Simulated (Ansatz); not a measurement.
**Sn: pressure against volume**

Sn, Fd-3m, a = 6.566 Å. Ansatz: r2SCAN, PAW, 500 eV, Γ-centred 12×12×12 mesh on 2 atoms, Gaussian smearing 0.10 eV; no spin polarisation. Symmetry fixes shape and atoms, so the cell is only scaled; pressure is positive in compression.

| V (Å³/atom) | P (GPa) |
| --- | --- |
| 33.268 | 3.09 |
| 34.330 | ? |
| 35.391 | 0.00 |
| 36.453 | -1.18 |
| 37.515 | -2.16 |

Task: Take V0 = 35.391 Å³/atom, fit the third-order Birch–Murnaghan form to the other rows, and predict the missing pressure.

Result: With the Eulerian strain f = ½[(V0/V)^(2/3) − 1] and y = P/[3f(1 + 2f)^(5/2)], the form is the line y = B0 + 1.5 B0 (B0′ − 4) f. Rows (f, y): 0.02105, 44.1; -0.00976, 42.3; -0.01906, 41.6. Means f = -0.002590, y = 42.667; Σ(Δf)² = 0.0008815, ΣΔfΔy = 0.05408; the slope is their ratio. y = 42.83 + 61.35 f GPa, so B0 = 42.8 GPa and B0′ = 4 + 2 × (61.35)/(3 × 42.83) = 4.95. At V = 34.330, f = 0.01025, y = 43.46 and P = 1.41 GPa. The run gave 1.41 GPa, the same to the digits shown.